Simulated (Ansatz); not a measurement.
## Cu under changes of volume

One of the cells (11.994 Å³/atom); the others are scaled copies at fixed shape and fractional positions:

```
Cu
1.0
     1.21846   -3.97638    0.00000
     1.21846    3.97638    0.00000
     0.00000    0.00000    2.47550
Cu
2
Direct
  0.86613 0.13387 0.75000
  0.13387 0.86613 0.25000
```

This isn't the form of Cu at room conditions, which is fcc.

* Program: Ansatz 0.2.0
* Functional: HSE06
* Potentials or basis: Ansatz PAW
* Cutoff: 420 eV (not typed: the program's choice for these potentials)
* k mesh: 6 × 6 × 6
* Occupations: fermi-dirac, width 0.05 eV
* Spin: no spin polarisation

```csv
volume (Å³/atom),energy over the lowest point (meV/atom),pressure (GPa),largest force (eV/Å)
11.274,?,?,?
11.514,39.14,12.9,0.111
11.754,22.41,9.4,0.082
11.994,10.66,6.3,0.056
12.234,3.40,3.5,0.034
12.474,0.00,1.0,0.014
12.714,0.14,-1.2,0.005
```

Question: What does the run at 11.274 Å³/atom give?

Answer: Energy over the lowest point 61.33 meV/atom; pressure 16.8 GPa; largest force 0.145 eV/Å.

Worked out: A Birch-Murnaghan fit of order 3 (a polynomial in V^(-2/3)) to the other rows has its minimum at 12.58 Å³/atom with B0 = V·E''(V) = 115 GPa and B' = 5.3 at fixed shape and positions, which overstates the stiffness. It gives 61.52 meV/atom at 11.274 Å³/atom, against the run's 61.33, and -dE/dV = 17.0 GPa, against 16.8.

Energies are extrapolated to zero smearing.

Caveats: all runs use coarse meshes; the PAW data sets come from PBE, with cores solved anew for the run's functional, which leaves a small shift of forces and pressure; the thresholds are loose for stress.
